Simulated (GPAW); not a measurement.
# HfO2 (P4_2/nmc) in GPAW: settings compared

Aim: see how the results for HfO2 move with the level of theory and the settings. Levels: LDA, TB-mBJ, PBE, PBE+D3M(BJ). Tasks: band structure, equation of state, single point, dielectric tensor, Born charges.

Program: GPAW 26.7.0. These are calculated values, not measurements. Logs are shortened: lines on timing, memory, paths and dates and some standing lists are left out, and cuts for length are marked. The log counts tension as positive stress, the text compression.

**1. The crystal as given**

Symmetry: P4_2/nmc, No. 137, tetragonal system. The conventional cell has a = 3.558 Å, b = 3.558 Å, c = 5.172 Å, α = 90.00°, β = 90.00°, γ = 90.00°. Around Hf (site symmetry -4m2) lie 4 O at 2.05 Å. O (site symmetry 2mm) has 2 Hf at 2.05 Å as nearest neighbours.

Measurements of this composition are mostly on another form, of space group No. 14.

**2. Band structure, LDA**

The input, run.py:

```python
from ase import Atoms
from ase.dft.bandgap import bandgap
from ase.io import write
from ase.units import GPa
from gpaw import GPAW, PW

atoms = Atoms(['Hf', 'Hf', 'O', 'O', 'O', 'O'],
              cell=[[3.55801933, 0.0, 0.0],
                    [0.0, 3.55801933, 0.0],
                    [0.0, 0.0, 5.17186121]],
              scaled_positions=[[0.0, 0.0, 0.0],
                                [0.5, 0.5, 0.5],
                                [0.0, 0.5, 0.19720788],
                                [0.5, 0.0, 0.30279212],
                                [0.5, 0.0, 0.80279212],
                                [0.0, 0.5, 0.69720788]],
              pbc=True)

calc = GPAW(mode=PW(800),
            xc='LDA',
            kpts={'size': (5, 5, 4), 'gamma': True},
            occupations={'name': 'fermi-dirac', 'width': 0.05},
            nbands=43,
            convergence={'density': 1e-05, 'energy': 1e-05},
            maxiter=150,
            txt='gpaw.txt')
atoms.calc = calc
energy = atoms.get_potential_energy()
forces = atoms.get_forces()
stress = atoms.get_stress()
calc.write('gs.gpw')
write('result.traj', atoms)
print(f'Energy: {energy:.6f} eV')
print('Forces (eV/A):')
print(forces.round(4))
print('Stress (GPa):', (stress / GPa).round(3))
print('Fermi level:', round(calc.get_fermi_level(), 4), 'eV')
print(f'Gap: {bandgap(calc)[0]:.4f} eV, direct: {bandgap(calc, direct=True)[0]:.4f} eV')

path = atoms.cell.bandpath('GXMGZRAZ,XR,MA', npoints=60, eps=1e-4)
bs_calc = calc.fixed_density(kpts=path, symmetry='off', nbands=61,
                             convergence={'bands': 'CBM+6.0', 'eigenstates': 1e-6}, txt='bands.txt')
bs = bs_calc.band_structure()
bs.write('bs.json')
print(f'Gap on the path: {bandgap(bs_calc)[0]:.4f} eV')
```

Potentials or basis: the program's PAW data sets (release 1.2.1) made for this functional, pw.

Started as:

```bash
OMP_NUM_THREADS=1 python run.py
```

gpaw.txt:

```text
__  _  _
 | _ |_)|_||  |
 |__||  | ||/\| - 26.7.0

Input parameters:
  mode=PW(ecut=800.0),
  convergence={'density': 1e-05, 'energy': 1e-05},
  kpts=MonkhorstPack(size=(5, 5, 4), gamma=True),
  maxiter=150,
  nbands=43,
  occupations=Occupations(name='fermi-dirac', width=0.05),
  xc=XC(name='LDA')

Diagonalizing LCAO Hamiltonian
Converting LCAO to pw mode
   .--------.
  /|        |
 * |        |
 |O| O      |
 | |   Hf   |
 | |        |
 |O.-O------.
 |/        /
 Hf-------*

Atoms  # Å, Bohr magnetons
|   | symbol |        x |        y |        z |    initial magnetic moments |
|---|--------|----------|----------|----------|-----------------------------|
| 0 |     Hf | 0.000000 | 0.000000 | 0.000000 | ( 0.0000,  0.0000,  0.0000) |
| 1 |     Hf | 1.779010 | 1.779010 | 2.585931 | ( 0.0000,  0.0000,  0.0000) |
| 2 |      O | 0.000000 | 1.779010 | 1.019932 | ( 0.0000,  0.0000,  0.0000) |
| 3 |      O | 1.779010 | 0.000000 | 1.565999 | ( 0.0000,  0.0000,  0.0000) |
| 4 |      O | 1.779010 | 0.000000 | 4.151929 | ( 0.0000,  0.0000,  0.0000) |
| 5 |      O | 0.000000 | 1.779010 | 3.605862 | ( 0.0000,  0.0000,  0.0000) |

Unit cell  # Å
| periodic |        x |        y |        z |  lengths |    angles |
|----------|----------|----------|----------|----------|-----------|
|      yes | 3.558019 | 0.000000 | 0.000000 | 3.558019 | 90.000000 |
|      yes | 0.000000 | 3.558019 | 0.000000 | 3.558019 | 90.000000 |
|      yes | 0.000000 | 0.000000 | 5.171861 | 5.171861 | 90.000000 |

Number of symmetries: 8
Symmetry operations  # r_c * U_cc + t_c -> r_c
|   | kind |            matrix            |
|---|------|------------------------------|
| 0 |  E   |  1, 0, 0,  0, 1, 0,  0, 0, 1 |
| 1 |  σ   |  1, 0, 0,  0,-1, 0,  0, 0, 1 |
| 2 |  C2  |  0, 1, 0,  1, 0, 0,  0, 0,-1 |
| 3 |  S4  |  0, 1, 0, -1, 0, 0,  0, 0,-1 |
| 4 |  S4  |  0,-1, 0,  1, 0, 0,  0, 0,-1 |
| 5 |  C2  |  0,-1, 0, -1, 0, 0,  0, 0,-1 |
| 6 |  σ   | -1, 0, 0,  0, 1, 0,  0, 0, 1 |
| 7 |  C2  | -1, 0, 0,  0,-1, 0,  0, 0, 1 |

BZ-sampling:
  Number of BZ points: 100
  Number of IBZ points: 18

  Monkhorst-Pack size: [5, 5, 4]
  Monkhorst-Pack shift: [0.0, 0.0, 0.125]

K-points  # in reciprocal-cell coordinates
|     |                                coordinates |     weight |
|-----|--------------------------------------------|------------|
|   0 | (  0.00000000,   0.00000000,   0.00000000) | 0.01000000 |
|   1 | (  0.00000000,   0.00000000,   0.25000000) | 0.02000000 |
|   2 | (  0.00000000,   0.00000000,   0.50000000) | 0.01000000 |
|   3 | (  0.20000000,   0.00000000,   0.00000000) | 0.04000000 |
|   4 | (  0.20000000,   0.00000000,   0.25000000) | 0.08000000 |
|   5 | (  0.20000000,   0.00000000,   0.50000000) | 0.04000000 |
|   6 | (  0.20000000,   0.20000000,   0.00000000) | 0.04000000 |
|   7 | (  0.20000000,   0.20000000,   0.25000000) | 0.08000000 |
|   8 | (  0.20000000,   0.20000000,   0.50000000) | 0.04000000 |
|   9 | (  0.40000000,   0.00000000,   0.00000000) | 0.04000000 |
| ... |                                            |            |
|  17 | (  0.40000000,   0.40000000,   0.50000000) | 0.04000000 |

Plane wave coefficients: 3403
Cutoff: 800.0 eV

Spin-components: 1 (collinear spins)
Bands:           43
Projectors:      32
Spin-degeneracy: 2
Datatype:        complex128

Parallelization:
  kpt:    1
  domain: 1
  band:   1

Density:
  Valence electrons: 48.0
  Components: 1
  Grid points: [24 24 35]
  Charge: 0.0  # |e|

Potential:
  Grid points: [24 24 35]

species:
  Hf:
    name:    Hafnium
    Z:       72.0
    valence: 12
    core:    60
    charge:  0.0  # [|e|]
    compensation charges:
      type: gauss
      rc: 0.41  # [Å]
      lmax: 2
    cutoffs:
      filter: 2.36  # [Å]
      core: 4.02  # [Å]
    projectors
    | kind |    occ | energy [eV] | rcut [Å] |
    |------|--------|-------------|----------|
    |   5s |  2.000 |     -66.988 |    1.397 |
    |   6s |  2.000 |      -5.250 |    1.397 |
    |   5p |  6.000 |     -35.740 |    1.307 |
    |   6p |  0.000 |      -1.470 |    1.307 |
    |   5d |  2.000 |      -2.880 |    1.334 |
    |    d |        |      24.331 |    1.334 |

    Using partial waves for Hf as LCAO basis

  O:
    name:    Oxygen
    Z:       8.0
    valence: 6
    core:    2
    charge:  0.0  # [|e|]
    compensation charges:
      type: gauss
      rc: 0.21  # [Å]
      lmax: 2
    cutoffs:
      filter: 1.17  # [Å]
      core: 0.83  # [Å]
    projectors
    | kind |    occ | energy [eV] | rcut [Å] |
    |------|--------|-------------|----------|
    |   2s |  2.000 |     -23.752 |    0.688 |
    |   2p |  4.000 |      -9.195 |    0.598 |
    |    s |        |       3.459 |    0.688 |
    |    p |        |      18.016 |    0.598 |
    |    d |        |       0.000 |    0.619 |

    Using partial waves for O as LCAO basis

Reference energy: -827394.289250  # eV

eigensolver:
  PPCG
  Converge bands: occupied
  niter=2

density mixing:
  MSR1-Mixer
  Pratt-step length: 0.05
  Maximum mixing coefficient: 0.75
  Old densities: 10
  SVD Regularization: 0.005
  Good broyden scale: 1.0
  Trust region scale: 1.0
  Backstep threshold: 4.0
  History deletion threshold: 6.0
  Fourier metric: weight=20.0, sigma=0.015

occupation numbers:
  Fermi-Dirac:
    width: 0.0500  # eV

poisson solver:
  ecut: 6400.0  # eV

xc functional:
  name: None

convergence criteria:
- Maximum integral of absolute [dens]ity change: 1e-05 electrons / valence electron
- Maximum [total energy] change in last 3 cyles: 1e-05 eV / valence electron
- Maximum integral of absolute [eigenst]ate change: 4e-08 eV^2 / valence electron
maximum number of iterations: 150

SCF iterations
|iter     | |      energy | eigst |  dens |
|---------|-|-------------|-------|-------|
|iter:   1| |  -69.877730 | +0.24 |       |
|iter:   2| |  -67.754680 | -1.77 | -0.82 |
|iter:   3| |  -62.199463 | -0.88 | -0.87 |
|iter:   4| |  -62.152602 | -2.55 | -1.49 |
|iter:   5| |  -62.138337 | -3.09 | -1.75 |
|iter:   6| |  -62.137542 | -4.67 | -2.83 |
|iter:   7| |  -62.137560 | -6.10 | -3.36 |
|iter:   8| |  -62.137560c| -6.53 | -3.87 |
|iter:   9| |  -62.137559c| -7.28 | -4.17 |
|iter:  10| |  -62.137559c| -7.82c| -4.95 |
|iter:  11| |  -62.137559c| -8.66c| -5.57c|

Converged in 11 steps
Energy contributions relative to reference atoms: (reference = -827394.289250)

Energy contributions:
  Kinetic:          50.910736
  Coulomb:         -58.106189
  Zero:              0.449918
  External:          0.000000
  Xc:              -55.392024
  Entropy:          -0.000000
  Spinorbit:         0.000000
  ----------------------------
  Free energy:     -62.137559
  Extrapolated:    -62.137559

dipole moment: (-32.880726, -32.880726, -18.885928)  # |e|*Ang

Fermi level: 8.446
Eigenvalues  # (at kpt = [0.000, 0.000, 0.000])
| band index |      eig [eV] | occ [0-2] |
|------------|---------------|-----------|
|          0 |       -52.784 |     2.000 |
|        ... |               |           |
|         16 |         4.579 |     2.000 |
|         17 |         4.579 |     2.000 |
|         18 |         5.936 |     2.000 |
|         19 |         5.936 |     2.000 |
|         20 |         6.534 |     2.000 |
|         21 |         7.135 |     2.000 |
[... 8 lines left out ...]
|         30 |        16.266 |     0.000 |
|         31 |        16.266 |     0.000 |
|        ... |               |           |
|         42 |        24.942 |     0.000 |

Gap: 4.551 eV
Transition (v -> c):
  (s=0, k=2, n=23, [0.00, 0.00, 0.50]) -> (s=0, k=0, n=24, [0.00, 0.00, 0.00])
Direct/indirect transitions are different
Direct gap: 4.631 eV
Transition at: (s=0, k=0, n=23, [0.00, 0.00, 0.00])

Forces  # eV/Ang
|       x |       y |        z |
|---------|---------|----------|
| 0.00000 | 0.00000 |  0.00000 |  # Hf   0
| 0.00000 | 0.00000 |  0.00000 |  # Hf   1
| 0.00000 | 0.00000 |  0.05383 |  # O    2
| 0.00000 | 0.00000 | -0.05379 |  # O    3
| 0.00000 | 0.00000 | -0.05383 |  # O    4
| 0.00000 | 0.00000 |  0.05379 |  # O    5

Stress tensor  # eV/Ang^3
|        x |        y |        z |
|----------|----------|----------|
| 0.033188 | 0.000000 | 0.000000 |
| 0.000000 | 0.033188 | 0.000000 |
| 0.000000 | 0.000000 | 0.037015 |

# Writing to gs.gpw (mode='')
```

Wall time 78 s (1 thread of Intel Xeon 6975P-C (Granite Rapids), shared host); peak memory 0.53 GiB.

Results:

```
Free energy             : -62.1376 eV
Pressure                : -5.5 GPa
Largest force           : 0.054 eV/Å
Band gap on the k mesh  : 4.55 eV, indirect (least direct gap 4.63 eV)
Band gap along the path : 4.55 eV, indirect (least direct gap 4.63 eV)
```

Forces on the atoms (eV/Å):
```
Hf   0.000  0.000  0.000
Hf   0.000  0.000  0.000
O    0.000  0.000  0.054
O    0.000  0.000 -0.054
O    0.000  0.000 -0.054
O    0.000  0.000  0.054
```

Stress tensor (GPa, compression positive):
```
-5.32  0.00  0.00
 0.00 -5.32  0.00
 0.00  0.00 -5.93
```

Levels at the corners of the path, in eV from the valence-band top:
| point | band 20 | band 21 | band 22 | band 23 | band 24 | band 25 | band 26 | band 27 | band 28 | band 29 |
| --- | --- | --- | --- | --- | --- | --- | --- | --- | --- | --- |
| Γ | -1.32 | -0.72 | -0.12 | -0.08 | -0.08 | 4.55 | 4.57 | 5.85 | 6.04 | 6.43 |
| X | -2.23 | -1.44 | -1.44 | -0.14 | -0.14 | 4.98 | 4.98 | 6.03 | 6.03 | 7.41 |
| M | -1.08 | -0.81 | -0.81 | -0.55 | -0.55 | 5.64 | 5.64 | 5.99 | 5.99 | 7.26 |
| Γ | -1.32 | -0.72 | -0.12 | -0.08 | -0.08 | 4.55 | 4.57 | 5.85 | 6.04 | 6.43 |
| Z | -2.76 | -0.63 | -0.63 | 0.00 | 0.00 | 5.23 | 5.23 | 5.56 | 5.56 | 8.59 |
| R | -1.94 | -1.41 | -1.41 | -0.96 | -0.96 | 5.11 | 5.11 | 5.48 | 5.48 | 7.48 |
| A | -1.94 | -1.44 | -1.44 | -0.04 | -0.04 | 5.83 | 5.83 | 6.18 | 6.18 | 7.37 |
| Z | -2.76 | -0.63 | -0.63 | 0.00 | 0.00 | 5.23 | 5.23 | 5.56 | 5.56 | 8.59 |
| X | -2.23 | -1.44 | -1.44 | -0.14 | -0.14 | 4.98 | 4.98 | 6.03 | 6.03 | 7.41 |
| R | -1.94 | -1.41 | -1.41 | -0.96 | -0.96 | 5.11 | 5.11 | 5.48 | 5.48 | 7.48 |
| M | -1.08 | -0.81 | -0.81 | -0.55 | -0.55 | 5.64 | 5.64 | 5.99 | 5.99 | 7.26 |
| A | -1.94 | -1.44 | -1.44 | -0.04 | -0.04 | 5.83 | 5.83 | 6.18 | 6.18 | 7.37 |

Caveat: spin-orbit coupling is left out, which moves the levels of the heavy elements.

**3. Equation of state, LDA**

The input, run.py:

```python
from ase import Atoms
from ase.eos import EquationOfState
from ase.io import Trajectory
from ase.units import GPa
from gpaw import GPAW, PW

atoms = Atoms(['Hf', 'Hf', 'O', 'O', 'O', 'O'],
              cell=[[3.55801933, 0.0, 0.0],
                    [0.0, 3.55801933, 0.0],
                    [0.0, 0.0, 5.17186121]],
              scaled_positions=[[0.0, 0.0, 0.0],
                                [0.5, 0.5, 0.5],
                                [0.0, 0.5, 0.19720788],
                                [0.5, 0.0, 0.30279212],
                                [0.5, 0.0, 0.80279212],
                                [0.0, 0.5, 0.69720788]],
              pbc=True)

traj = Trajectory('eos.traj', 'w')
volumes, energies = [], []
for x in [0.94, 0.96, 0.98, 1.0, 1.02, 1.04, 1.06]:
    a = atoms.copy()
    a.set_cell(atoms.cell * x**(1 / 3), scale_atoms=True)
    calc = GPAW(mode=PW(800),
                xc='LDA',
                kpts={'size': (5, 5, 4), 'gamma': True},
                occupations={'name': 'fermi-dirac', 'width': 0.05},
                nbands=43,
                convergence={'density': 1e-05, 'energy': 1e-05},
                maxiter=150,
                txt=f'eos-{x:.2f}.txt')
    a.calc = calc
    energies.append(a.get_potential_energy(force_consistent=True))
    volumes.append(a.get_volume())
    p = -a.get_stress()[:3].mean() / GPa
    calc.write(f'eos-{x:.2f}.gpw')
    traj.write(a)
    print(f'{x:.2f} {volumes[-1]:10.4f} A^3 {energies[-1]:14.6f} eV {p:9.3f} GPa', flush=True)

v0, e0, B = EquationOfState(volumes, energies, eos='birchmurnaghan').fit()
print(f'V0 = {v0:.4f} A^3, E0 = {e0:.6f} eV, B0 = {B / GPa:.2f} GPa')
```

Potentials or basis: the program's PAW data sets (release 1.2.1) made for this functional, pw.

Started as:

```bash
OMP_NUM_THREADS=1 python run.py
```

Wall time 3 min (1 thread of Intel Xeon 6975P-C (Granite Rapids), shared host); peak memory 0.43 GiB.

Results (log left out):

```yaml
Equilibrium_volume: 10.69 Å³/atom
Bulk_modulus_at_fixed_shape_and_positions: 278 GPa
Pressure_derivative_of_the_bulk_modulus: 4.3
```

Energy against volume, from the lowest point:
| volume (Å³/atom) | energy (meV/atom) |
| --- | --- |
| 10.257 | 16.69 |
| 10.476 | 4.05 |
| 10.694 | 0.00 |
| 10.912 | 3.71 |
| 11.130 | 14.33 |
| 11.349 | 31.23 |
| 11.567 | 53.71 |

Caveat: the cell was scaled at fixed shape and fractional positions, which overstates the stiffness of a crystal with free parameters, most of all of layers and chains. The run has no spin-orbit coupling, so splittings on Hf are missing.

[end of part 1 of 3]
